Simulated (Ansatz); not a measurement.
# CoSi (P2_13) in Ansatz: a series of runs

Aim: see how the results for CoSi move with the level of theory and the settings. Levels: PBEsol+D4, PBE+D3(BJ), BLYP, RPBE, PBE+D4. Tasks: relaxation of cell and atoms.

All numbers are computed with Ansatz 0.2.0; they aren't measurements. Logs are shortened: lines on timing, memory, paths and dates and some standing lists are left out, and cuts for length are marked.

### 1 Starting point

Symmetry: P2_13, No. 198, cubic system. The conventional cell has a = 4.438 Å, b = 4.438 Å, c = 4.438 Å, α = 90.00°, β = 90.00°, γ = 90.00°. Co (site symmetry 3) has 7 Si at 2.28 to 2.47 Å as nearest neighbours. Around Si (site symmetry 3) lie 7 Co at 2.28 to 2.47 Å.

### 2 Relaxation of cell and atoms, PBEsol+D4, collinear spin, ferromagnetic start

File input.yaml:

```yaml
crystal:
  lattice:
    - [4.438, 0.0, 0.0]
    - [0.0, 4.438, 0.0]
    - [0.0, 0.0, 4.438]
  atoms:
    - { symbol: Co, position: [0.86, 0.64, 0.36], spin: 2.0 }
    - { symbol: Co, position: [0.64, 0.36, 0.86], spin: 2.0 }
    - { symbol: Co, position: [0.36, 0.86, 0.64], spin: 2.0 }
    - { symbol: Co, position: [0.14, 0.14, 0.14], spin: 2.0 }
    - { symbol: Si, position: [0.157, 0.343, 0.657] }
    - { symbol: Si, position: [0.343, 0.657, 0.157] }
    - { symbol: Si, position: [0.657, 0.157, 0.343] }
    - { symbol: Si, position: [0.843, 0.843, 0.843] }
hamiltonian:
  xc: pbesol
  pseudopotentials: { kind: paw }
  dispersion: d4
magnetization:
  spin_polarized: true
kpoints:
  mp_grid: { grid: [6, 6, 6] }
scf:
  occupations: { method: fermi_dirac, width: 0.05 }
output:
  forces: true
  stress: true
  write_density: true
  write_potential: true
  elf: true
  volumetric_format: npy
relax:
  f_tol: 0.01
  max_steps: 40
  cell: { stress_tol: 0.05 }
```

Potentials or basis: Ansatz PAW.

Started as:

```sh
$ ansatz run input.yaml --threads 4 --pin off --max-ram 11264MiB --backend cpu --events-out ev --progress --plain --runs-dir out
```

The log of the run:

```text
Warning: RAYON_NUM_THREADS=4 ignored (pool sized by the plan → 4); use --threads N
Engine: ansatz 0.2.0, aarch64-unknown-linux-gnu
Pseudopotentials: kind: paw
Pseudopotential: Co, paw, valence charge 17, recommended cutoff 420 eV (normal), Co.paw.azcp
Pseudopotential: Si, paw, valence charge 4, recommended cutoff 420 eV (normal), Si.paw.azcp
Functional definition: PBEsol
  exchange = pbesol_x
  correlation = pbesol_c
Crystal: 8 atoms, lattice volume = 87.410 Å³
Basis set: ecut = 420 eV, 1743 PW (Γ), exchange–correlation on 60×60×60 points (8 copies of the dense FFT grid, shifted against one another)
Bands: 56, of which v1, the nominal top of the filled ones, is band 42 counted from 1 (41 counted from 0)
Symmetry: 12 space group operations
Space group: P213 (ITA 198), of the structure as read, at distance tolerance 4.4e-5 Å
Magnetic group: BNS 198.9 (UNI 1511), of the structure as read, at distance tolerance 4.4e-5 Å
k-points: 24 of 216 (time reversal used)
Non-local potential: Co, projectors of the file, l = 0: 3, l = 1: 2, l = 2: 3, l = 3: 1
Non-local potential: Si, projectors of the file, l = 0: 2, l = 1: 2, l = 2: 2
PAW form: soft (Blöchl's): semilocal exchange-correlation on the pseudo side does not see the compensation charge
PAW frozen core: Co, regenerated for the run's functional, and the local potential with it (the file was generated under x = pbe(κ = 0.804, μ = 0.2195149727645171), c = pbe(β = 0.06672455060314922))
PAW frozen core: Si, regenerated for the run's functional, and the local potential with it (the file was generated under x = pbe(κ = 0.804, μ = 0.2195149727645171), c = pbe(β = 0.06672455060314922))
PAW one-centre angular grid: Co, 590 points (default); XC on 64 Gauss nodes
PAW one-centre angular grid: Si, 110 points (default); XC on 64 Gauss nodes
Initial density: superposition of atomic densities (chi_scale 0.1, normalization cell)
Starting moments: Σ|m| = 8 μB on 4 of 8 sites
Initial wavefunctions: pseudopotential atomic-orbital guess
[... 127 lines left out ...]
  E_nonlocal   = 1930.241027
  E_hartree    = 6070.586309
  E_xc         = -867.743839
  E_vxc        = -1029.370076  (∫ρ·V_xc dr)
  E_paw        = -7935.335649  (= ΣΔE_a)
  E_vpaw       = -1976.231789  (= ΣTr[D̂ρ^β])
  E_aug_tail   = 0.000238  (compensation charges beyond the density's cutoff)
  E_ewald      = -10115.513708
  E_disp       = -2.425820  (pairwise vdW)
  E_core_change = 0.879920  (= ΣΔE_core)
  E_smearing   = -0.012240  (= −TS)
  E_closure    = -0.000000  (closes the sum)
  Σ components = -22866.187229   (vs F -22866.187229, Δ=0.00e0)
--- Forces (eV/Å), atoms counted from 1 ---
  atom   1  Co    -0.00023214     0.00023214    -0.00023214
  atom   2  Co     0.00023214    -0.00023214    -0.00023214
  atom   3  Co    -0.00023214    -0.00023214     0.00023214
  atom   4  Co     0.00023214     0.00023214     0.00023214
  atom   5  Si     0.00667996    -0.00667996     0.00667996
  atom   6  Si    -0.00667996     0.00667996     0.00667996
  atom   7  Si     0.00667996     0.00667996    -0.00667996
  atom   8  Si    -0.00667996    -0.00667996    -0.00667996
  max |Σ_I F_I| component: 8.15e-17 eV/Å
--- Stress (GPa, compression-positive) ---
       -0.033966       0.000000      -0.000000
        0.000000      -0.033966       0.000000
       -0.000000       0.000000      -0.033966
  P = ⅓ Tr σ = -0.0340 GPa (-0.340 kbar)
--- Band table (eV; the first three rows and the last of 48) ---
  k-point 0 ↑: bands = ["-77.0706", "-77.0559", "-77.0559", "-77.0559", "-40.6028", "-40.6028", "-40.6028", "-40.5524", "-40.5286", "-40.5286", "-40.5286", "-40.4842", "-40.4842", "-40.4653", "-40.4653", "-40.4653", "3.4201", "9.1009", "9.1009", "9.1009", "11.7718", "11.7718", "11.7718", "13.5263", "13.5263", "13.5263", "14.2145", "14.2494", "14.2494", "14.5827", "14.5827", "14.5827", "15.0688", "15.0688", "15.0688", "16.5472", "16.5472", "16.5472", "16.6923", "16.6923", "17.5222", "17.5222", "17.5222", "20.2580", "20.2580", "20.2580", "20.5825", "20.5825", "21.2835", "21.2835", "21.2835", "22.4822", "23.7831", "23.7831", "23.7831", "26.0845"]
  k-point 1 ↑: bands = ["-77.0698", "-77.0583", "-77.0557", "-77.0545", "-40.6085", "-40.6040", "-40.5941", "-40.5549", "-40.5377", "-40.5315", "-40.5161", "-40.4834", "-40.4811", "-40.4677", "-40.4677", "-40.4643", "3.6352", "7.9682", "9.2332", "9.8443", "11.2358", "11.8932", "12.4982", "12.8032", "13.1235", "13.9968", "14.2436", "14.2914", "14.5107", "14.5498", "14.5956", "14.5958", "14.9976", "15.0385", "15.3514", "16.3182", "16.4035", "16.6372", "16.7026", "16.7733", "17.2701", "17.4323", "17.9899", "19.6044", "19.6844", "19.9242", "20.1513", "21.0030", "21.5463", "21.5646", "22.0328", "22.9115", "23.2055", "24.4833", "24.8034", "25.1785"]
  k-point 2 ↑: bands = ["-77.0677", "-77.0613", "-77.0551", "-77.0541", "-40.6107", "-40.6069", "-40.5834", "-40.5620", "-40.5421", "-40.5372", "-40.5022", "-40.4826", "-40.4748", "-40.4732", "-40.4710", "-40.4654", "4.2681", "6.5761", "9.6105", "10.3829", "11.0553", "12.0110", "12.1406", "12.5759", "13.3598", "13.5719", "14.2172", "14.3826", "14.5069", "14.5927", "14.7352", "14.7841", "14.9772", "15.2483", "15.4678", "15.9422", "16.3573", "16.5144", "16.7491", "16.8189", "17.1150", "17.1979", "18.4335", "19.0289", "19.2543", "19.3941", "20.6454", "21.4836", "21.8069", "21.9830", "22.4428", "23.4335", "23.5451", "23.8386", "23.9901", "24.9342"]
  k-point 23 ↓: bands = ["-77.0595", "-77.0595", "-77.0595", "-77.0595", "-40.5955", "-40.5955", "-40.5955", "-40.5955", "-40.5183", "-40.5183", "-40.5183", "-40.5183", "-40.4645", "-40.4645", "-40.4645", "-40.4645", "7.8307", "7.8307", "7.8307", "7.8307", "10.2877", "10.2877", "10.2877", "10.2877", "14.2616", "14.2616", "14.2616", "14.2616", "14.5137", "14.5137", "14.5137", "14.5137", "16.0970", "16.0970", "16.0970", "16.0970", "16.2056", "16.2056", "16.2056", "16.2056", "17.2876", "17.2876", "17.2876", "17.2876", "23.2396", "23.2396", "23.2396", "23.2396", "23.5484", "23.5484", "23.5484", "23.5484", "25.4869", "25.4869", "25.4869", "25.4869"]
--- Relaxed structure (5 steps of the walk, 5 accepted, 1 SCFs on fresh bases) ---
  F+E_penalty+E_count = -22866.18722929 eV   max|allowed force component| = 6.680e-3 eV/Å   (the final SCF, on the basis selected at the relaxed cell)
  cell:  # Å, volume = 82.9637 Å³
    - [4.361435155317873, 5.7777898331617076e-34, -6.419766481290785e-35]
    - [4.493836536903551e-34, 4.361435155317873, 1.2197556314452493e-33]
    - [-6.419766481290785e-35, 1.2197556314452493e-33, 4.361435155317873]
  atoms:
    - { symbol: Co, position: [0.8538271921421444, 0.6461728078578556, 0.35382719214214436] }
    - { symbol: Co, position: [0.6461728078578556, 0.35382719214214436, 0.8538271921421444] }
    - { symbol: Co, position: [0.35382719214214436, 0.8538271921421444, 0.6461728078578556] }
    - { symbol: Co, position: [0.1461728078578556, 0.1461728078578556, 0.1461728078578556] }
    - { symbol: Si, position: [0.1563966401532722, 0.34360335984672785, 0.6563966401532724] }
    - { symbol: Si, position: [0.34360335984672785, 0.6563966401532724, 0.1563966401532722] }
    - { symbol: Si, position: [0.6563966401532724, 0.1563966401532722, 0.34360335984672785] }
    - { symbol: Si, position: [0.8436033598467279, 0.8436033598467279, 0.8436033598467279] }
```

rho_z.tsv:

```text
# z_ang	rho[e/angstrom^3]	rho_spin[e/angstrom^3]
# format = ansatz-planar-average/11
# lattice	4.361435155	0.000000000	-0.000000000
# lattice	0.000000000	4.361435155	0.000000000
# lattice	-0.000000000	0.000000000	4.361435155
# sites	8
# site	27	3.723911932	2.818240801	1.543194355
# site	27	2.818240801	1.543194355	3.723911932
# site	27	1.543194355	3.723911932	2.818240801
# site	27	0.637523223	0.637523223	0.637523223
# site	14	0.682113805	1.498603773	2.862831382
# site	14	1.498603773	2.862831382	0.682113805
# site	14	2.862831382	0.682113805	1.498603773
# site	14	3.679321351	3.679321351	3.679321351
0.000000	5.000363e-1	1.473735e-10
0.145381	5.655423e-1	1.292481e-10
0.290762	7.815395e-1	6.551938e-11
0.436144	1.132448e0	-4.451839e-11
0.581525	1.426355e0	-1.419136e-10
0.726906	1.407307e0	-1.497089e-10
[... 22 lines left out ...]
4.070673	7.815395e-1	6.551935e-11
4.216054	5.655423e-1	1.292482e-10
```

Run time: 86 s. Hardware: 4 threads of Arm Neoverse N1, shared host; peak memory 0.51 GiB.

Results:

```
Free energy                            : -22866.1872 eV
Relaxed volume                         : 10.37 Å³/atom
Relaxed cell                           : a = 4.361 Å, b = 4.361 Å, c = 4.361 Å, α = 90.00°, β = 90.00°, γ = 90.00°
Space group after relaxing (to 0.05 Å) : P2_13 (No. 198)
Energy gained by relaxing              : 23.3 meV/atom
Ionic steps                            : 6
Pressure after relaxing                : 0.0 GPa
Largest force after relaxing           : 0.012 eV/Å
Band gap on the k mesh                 : none (metal or under the smearing width)
Net moment                             : 0.00 μB per cell
Absolute moment                        : 0.00 μB per cell
```

Forces on the atoms (eV/Å):
```
Co   0.000  0.000  0.000
Co   0.000  0.000  0.000
Co   0.000  0.000  0.000
Co   0.000  0.000  0.000
Si   0.007 -0.007  0.007
Si  -0.007  0.007  0.007
Si   0.007  0.007 -0.007
Si  -0.007 -0.007 -0.007
```

Step by step:
| step | energy change (eV) | largest force (eV/Å) | volume (Å³) |
| --- | --- | --- | --- |
| 1 | 0.0000 | 0.2275 | 87.41 |
| 2 | -0.1387 | 0.2426 | 84.90 |
| 3 | -0.1857 | 0.0985 | 82.66 |
| 4 | -0.1881 | 0.0411 | 82.89 |
| 5 | -0.1885 | 0.0116 | 82.96 |
| 6 | -0.1861 | 0.0116 | 82.96 |

Final structure:
```xyz
8
Lattice="4.3614 0.0000 0.0000 0.0000 4.3614 0.0000 0.0000 0.0000 4.3614" Properties=species:S:1:pos:R:3 pbc="T T T"
Co    3.7239    2.8182    1.5432
Co    2.8182    1.5432    3.7239
Co    1.5432    3.7239    2.8182
Co    0.6375    0.6375    0.6375
Si    0.6821    1.4986    2.8628
Si    1.4986    2.8628    0.6821
Si    2.8628    0.6821    1.4986
Si    3.6793    3.6793    3.6793
```

Levels at points of the mesh, in eV from the Fermi level:
Spin up:
```
              k point  band 40  band 41  band 42  band 43  band 44  band 45
   (0.00, 0.00, 0.00)    -0.86    -0.03    -0.03    -0.03     2.70     2.70
  (0.00, 0.00, -0.50)    -0.72    -0.56    -0.56     1.04     1.04     1.63
 (0.00, -0.50, -0.50)    -1.10    -0.08    -0.08     0.62     0.62     2.17
(-0.50, -0.50, -0.50)    -1.35    -0.27    -0.27    -0.27    -0.27     5.68
```
Spin down:
```
              k point  band 40  band 41  band 42  band 43  band 44  band 45
   (0.00, 0.00, 0.00)    -0.86    -0.03    -0.03    -0.03     2.70     2.70
  (0.00, 0.00, -0.50)    -0.72    -0.56    -0.56     1.04     1.04     1.63
 (0.00, -0.50, -0.50)    -1.10    -0.08    -0.08     0.62     0.62     2.17
(-0.50, -0.50, -0.50)    -1.35    -0.27    -0.27    -0.27    -0.27     5.68
```

Caveat: the starting moments collapsed, and a magnetic state may lie lower; the plane-wave basis is chosen anew once the cell has moved, so the energies of steps on either side of that aren't comparable; pairwise dispersion overbinds metals, which lowers pressure and volume; the PAW data sets come from PBE, with cores solved anew for the run's functional, which leaves a small shift of forces and pressure; the starting moments weren't kept.

(Part 1 of 3 ends here.)
